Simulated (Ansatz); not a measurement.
Computed with Ansatz (plane waves, PAW, 420 eV cutoff): PBEsol, scalar-relativistic, no spin polarisation, Γ-centred 10×10×10 mesh, 0.05 eV Gaussian smearing; PAW files: Ansatz's generated set soft_2.

A crystal of composition XO, relaxed at this level of theory, gives this pattern between 10° and 80°.

Cu Kα1 powder pattern (kinematic, no thermal factors).
```csv
2θ (°),relative intensity
27.88,100
32.30,32
46.33,49
54.94,43
57.60,9
67.60,7
74.63,17
76.92,12
```

Question: Which lattice and cell does the pattern come from?

Answer: Cubic, space group F-43m (No. 216), a = 5.539 Å, b = 5.539 Å, c = 5.539 Å, α = 90.00°, β = 90.00°, γ = 90.00°. The line positions fix the lattice at most, not the space group, and lines under 1 % of the strongest aren't listed; this is the group of the computed cell.

A compound XO has these computed properties.

- Band gap: 2.45 eV
- Smallest direct gap: 3.36 eV
- Formation energy from the elements (0 K, uncorrected): -2.63 eV/atom
- Bulk modulus (Birch–Murnaghan): 66 GPa
- Pressure derivative B0′: 3.9
- Shear modulus (Hill): 14.5 GPa
- Young's modulus: 40 GPa
- Poisson's ratio: 0.40
- Elastically stable: yes

Sites: X on 4a, O on 4d.

Question: Which element is X?
A. Y
B. Zr
C. Sr
D. Rb

Answer: C. X is Sr, so the compound is SrO.

This is a trial structure; measured cells of the compound in the Crystallography Open Database are in space group Fm-3m (rock salt).

Semilocal functionals underestimate band gaps, commonly by a third or more.
